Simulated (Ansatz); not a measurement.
**Molecular dynamics of ZrO2**

input.yaml

```yaml
crystal:
  lattice:
    - [-3.5916, -3.5916, 0.0]
    - [3.5916, -3.5916, 0.0]
    - [0.0, 0.0, 5.179]
  atoms:
    - { symbol: Zr, position: [0.5, 0.5, 0.0] }
    - { symbol: Zr, position: [0.0, 0.5, 0.5] }
    - { symbol: O, position: [0.25, 0.75, 0.204] }
    - { symbol: O, position: [0.25, 0.75, 0.704] }
    - { symbol: O, position: [0.25, 0.25, 0.296] }
    - { symbol: O, position: [0.25, 0.25, 0.796] }
    - { symbol: Zr, position: [0.0, 0.0, 0.0] }
    - { symbol: Zr, position: [0.5, 0.0, 0.5] }
    - { symbol: O, position: [0.75, 0.25, 0.204] }
    - { symbol: O, position: [0.75, 0.25, 0.704] }
    - { symbol: O, position: [0.75, 0.75, 0.296] }
    - { symbol: O, position: [0.75, 0.75, 0.796] }
basis:
  ecutwfc: 420.0
kpoints:
  mp_grid: { grid: [3, 3, 3] }
hamiltonian:
  xc: pbesol
  pseudopotentials: { kind: paw, azcp: { folder: soft_1 } }
scf:
  occupations: { method: fermi_dirac, width: 0.24 }
  lower_state_search: "off"
md:
  timestep: 0.75
  n_steps: 250
  ensemble: nvt_langevin
  temperature: 2800.0
  initial_velocities: maxwell_boltzmann
  seed: 975378
  friction: 0.02
```

Launched with:

```bash
$ ansatz run input.yaml --threads 2 --pin off --max-ram 5120MiB --backend cpu --events-out ev --progress --plain --runs-dir out
```

It starts from an unrelaxed structure (largest force component 0.08 eV/Å).

Output, in part (step lines):

```
md step     0: t =     0.00 fs  T =  2566.7 K  F+E_penalty+E_count = -21022.88905802 eV  E_kin = 3.981208 eV  (9 SCF iters)
md step     1: t =     0.75 fs  T =  2639.6 K  F+E_penalty+E_count = -21022.87215178 eV  E_kin = 4.094408 eV  (8 SCF iters)
md step     2: t =     1.50 fs  T =  2612.1 K  F+E_penalty+E_count = -21022.81409833 eV  E_kin = 4.051626 eV  (8 SCF iters)
md step     3: t =     2.25 fs  T =  2743.0 K  F+E_penalty+E_count = -21022.71268907 eV  E_kin = 4.254734 eV  (8 SCF iters)
md step     4: t =     3.00 fs  T =  2776.0 K  F+E_penalty+E_count = -21022.56759336 eV  E_kin = 4.305967 eV  (8 SCF iters)
md step     5: t =     3.75 fs  T =  2859.4 K  F+E_penalty+E_count = -21022.37698822 eV  E_kin = 4.435296 eV  (5 SCF iters)
md step     6: t =     4.50 fs  T =  2613.6 K  F+E_penalty+E_count = -21022.14712553 eV  E_kin = 4.054068 eV  (5 SCF iters)
md step     7: t =     5.25 fs  T =  2475.3 K  F+E_penalty+E_count = -21021.88461894 eV  E_kin = 3.839412 eV  (6 SCF iters)
[... lines left out ...]
md step   249: t =   186.75 fs  T =  1735.1 K  F+E_penalty+E_count = -21018.68870952 eV  E_kin = 2.691410 eV  (5 SCF iters)
md step   250: t =   187.50 fs  T =  1951.5 K  F+E_penalty+E_count = -21018.76267776 eV  E_kin = 3.027078 eV  (8 SCF iters)
```

The steps, from the saved trajectory:

| time (fs) | T (K) | potential energy less start (eV) |
| --- | --- | --- |
| 0 | 2567 | 0.000 |
| 6 | 2158 | 1.287 |
| 12 | 1047 | 2.966 |
| 18 | 1842 | 2.264 |
| 24 | 1761 | 1.708 |
| 30 | 1724 | 2.436 |
| 36 | 1842 | 2.433 |
| 42 | 2030 | 2.364 |
| 48 | 2314 | 2.662 |
| 54 | 1776 | 2.729 |
| 60 | 2679 | 1.769 |
| 66 | 2944 | 1.589 |
| 72 | 2298 | 2.130 |
| 78 | 1704 | 2.738 |
| 84 | 1987 | 2.081 |
| 90 | 2112 | 1.300 |
| 96 | 1668 | 2.009 |
| 102 | 1400 | 2.096 |
| 108 | 1559 | 1.841 |
| 114 | 1563 | 2.060 |
| 120 | 1626 | 2.037 |
| 126 | 2507 | 2.197 |
| 132 | 1960 | 3.308 |
| 138 | 2220 | 3.278 |
| 144 | 2665 | 2.848 |
| 150 | 2003 | 3.917 |
| 156 | 2693 | 3.117 |
| 162 | 3312 | 1.862 |
| 168 | 2569 | 2.806 |
| 174 | 2186 | 4.332 |
| 180 | 1852 | 4.845 |
| 186 | 1759 | 4.279 |

The run went to its last step. The mean temperature of the second half is 26 % below the set value. A run of 0.19 ps of so small a system gives no equilibrium averages. Limits of this set-up: PAW files made for another functional.

Mean squared displacements from the first frame to the last, about the centre of mass: Zr 0.05 Å², O 0.40 Å².

Last frame:

```xyz
12
Lattice="-3.5916 -3.5916 0.0000 3.5916 -3.5916 0.0000 0.0000 0.0000 5.1790" Properties=species:S:1:pos:R:3
Zr 0.111 -3.654 -0.197
Zr 1.958 -2.142 2.248
O 1.748 -3.958 1.312
O 1.516 -4.556 3.802
O 0.259 -2.129 1.127
O 0.303 -2.017 3.794
Zr 0.316 -0.371 -0.100
Zr -1.825 -2.043 2.258
O -1.493 -3.962 1.302
O -1.696 -3.172 4.201
O 0.184 -5.715 1.247
O -0.677 -5.983 4.335
```

Time of the run: 21 min on 2 threads of Arm Neoverse V1 (shared host), peak memory 0.55 GiB.
